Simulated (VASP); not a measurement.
Input of a VASP 6.6.1 run:

Contents of INCAR:

```
PREC = Accurate
ENCUT = 450
EDIFF = 1E-6
ISMEAR = 0
SIGMA = 0.02
LREAL = F
LASPH = T
NELM = 120
ALGO = Normal
ISIF = 2
LWAVE = F
LCHARG = F
LMAXMIX = 4
METAGGA = R2SCAN
LMIXTAU = T
KPAR = 4
```

File KPOINTS:

```
regular mesh
0
Gamma
  10 10 8
```

Contents of POSCAR:

```
ZrO2                                    
1.0
    3.6215151798      0.0000000000      0.0000000000
    0.0000000000      3.6215151798      0.0000000000
    0.0000000000      0.0000000000      5.2770352118
  Zr              O             
     2     4
Direct
     0.0000000000000000    0.0000000000000000    0.0000000000000000
     0.5000000000000000    0.5000000000000000    0.5000000000000000
     0.0000000000000000    0.5000000000000000    0.3061987805230970
     0.0000000000000000    0.5000000000000000    0.8061987805230970
     0.5000000000000000    0.0000000000000000    0.6938012194769030
     0.5000000000000000    0.0000000000000000    0.1938012194769030
```

Contents of KPOINTS_OPT:

```
path GXMGZRAZ,XR,MA
20
line-mode
reciprocal
 0.0000000000  0.0000000000  0.0000000000  G
 0.0000000000  0.5000000000  0.0000000000  X

 0.0000000000  0.5000000000  0.0000000000  X
 0.5000000000  0.5000000000  0.0000000000  M

 0.5000000000  0.5000000000  0.0000000000  M
 0.0000000000  0.0000000000  0.0000000000  G

 0.0000000000  0.0000000000  0.0000000000  G
 0.0000000000  0.0000000000  0.5000000000  Z

 0.0000000000  0.0000000000  0.5000000000  Z
 0.0000000000  0.5000000000  0.5000000000  R

 0.0000000000  0.5000000000  0.5000000000  R
 0.5000000000  0.5000000000  0.5000000000  A

 0.5000000000  0.5000000000  0.5000000000  A
 0.0000000000  0.0000000000  0.5000000000  Z

 0.0000000000  0.5000000000  0.0000000000  X
 0.0000000000  0.5000000000  0.5000000000  R

 0.5000000000  0.5000000000  0.0000000000  M
 0.5000000000  0.5000000000  0.5000000000  A
```

Potentials or basis: VASP PAW PBE potentials, release 64 (Zr_sv, O).

Launch:

```bash
$ cat potpaw_PBE.64/Zr_sv/POTCAR potpaw_PBE.64/O/POTCAR > POTCAR
$ mpirun -np 4 vasp_std > vasp.out
```

Question: Estimate the band gap on the k mesh.

Answer: 4.56 eV, indirect (least direct gap 4.65 eV).

Question: Predict the largest force.

Answer: 0.014 eV/Å.

Levels at the corners of the path, in eV from the valence-band top:
| point | band 22 | band 23 | band 24 | band 25 | band 26 | band 27 |
| --- | --- | --- | --- | --- | --- | --- |
| Γ | -0.17 | -0.10 | -0.10 | 4.55 | 5.05 | 5.68 |
| X | -1.42 | -0.13 | -0.13 | 4.91 | 4.91 | 5.85 |
| X | -1.42 | -0.13 | -0.13 | 4.91 | 4.91 | 5.85 |
| M | -0.77 | -0.51 | -0.51 | 5.56 | 5.56 | 5.99 |
| M | -0.77 | -0.51 | -0.51 | 5.56 | 5.56 | 5.99 |
| Γ | -0.17 | -0.10 | -0.10 | 4.55 | 5.05 | 5.68 |
| Γ | -0.17 | -0.10 | -0.10 | 4.55 | 5.05 | 5.68 |
| Z | -0.61 | -0.02 | -0.02 | 5.07 | 5.07 | 5.71 |
| Z | -0.61 | -0.02 | -0.02 | 5.07 | 5.07 | 5.71 |
| R | -1.32 | -0.82 | -0.82 | 5.00 | 5.00 | 5.36 |
| R | -1.32 | -0.82 | -0.82 | 5.00 | 5.00 | 5.36 |
| A | -1.51 | -0.11 | -0.11 | 5.58 | 5.58 | 6.19 |
| A | -1.51 | -0.11 | -0.11 | 5.58 | 5.58 | 6.19 |
| Z | -0.61 | -0.02 | -0.02 | 5.07 | 5.07 | 5.71 |
| X | -1.42 | -0.13 | -0.13 | 4.91 | 4.91 | 5.85 |
| R | -1.32 | -0.82 | -0.82 | 5.00 | 5.00 | 5.36 |
| M | -0.77 | -0.51 | -0.51 | 5.56 | 5.56 | 5.99 |
| A | -1.51 | -0.11 | -0.11 | 5.58 | 5.58 | 6.19 |

Caveat: the PAW data sets were made with another functional, which shifts forces and pressure a little. r2SCAN opens gaps a little over a GGA but as a rule still falls short of measured ones.
